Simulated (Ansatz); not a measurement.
# Re: what symmetry allows forces and stress to be

```
Re
1.0
     2.76534    0.00000    0.00000
    -1.38267    2.39485    0.00000
     0.00000    0.00000    4.47358
Re
2
Direct
  0.33333 0.66667 0.25000
  0.71364 0.42728 0.75000
```

The calculation used Ansatz 0.2.0, DFT PBE, scalar-relativistic, plane waves, PAW.

Cutoff 420 eV; k points 15×15×8 on the computed 2-atom cell (Γ-centred); Gaussian smearing, width 0.10 eV; no spin polarisation.

This distorted cell has space group Cmcm, with 8 operations.

Without a calculation: in which directions can each atom feel a force?

A force must be left unchanged by every operation that keeps its atom in place, so it lies in the space that those operations leave fixed. Atoms that the group maps onto each other feel forces of one size.
| atom | site symmetry | operations at the site | equivalent to atom | allowed force (Cartesian) |
| --- | --- | --- | --- | --- |
| Re1 | m2m | 4 | 1 | along (0.00, 1.00, 0.00) |
| Re2 | m2m | 4 | 1 | along (0.00, 1.00, 0.00) |

That leaves 1 independent force component of 6. A relaxation in this cell that keeps the symmetry moves the atoms in these directions alone.

And the stress tensor?

It must be invariant under the point group, which leaves 3 independent components: yz, xz, xy vanish.

Do the computed values obey this?

Yes. Forces (eV/Å):
```
Re1  0.000  0.920  0.000
Re2  0.000 -0.920  0.000
```

Stress (GPa, compression positive, xx yy zz yz xz xy): 10.47 0.04 3.96 0.00 0.00 0.00. The program imposes the same operations on density, forces and stress, so this confirms the analysis and is no independent test of the calculation.

Spin–orbit coupling is left out, which can shift energies with elements as heavy as these.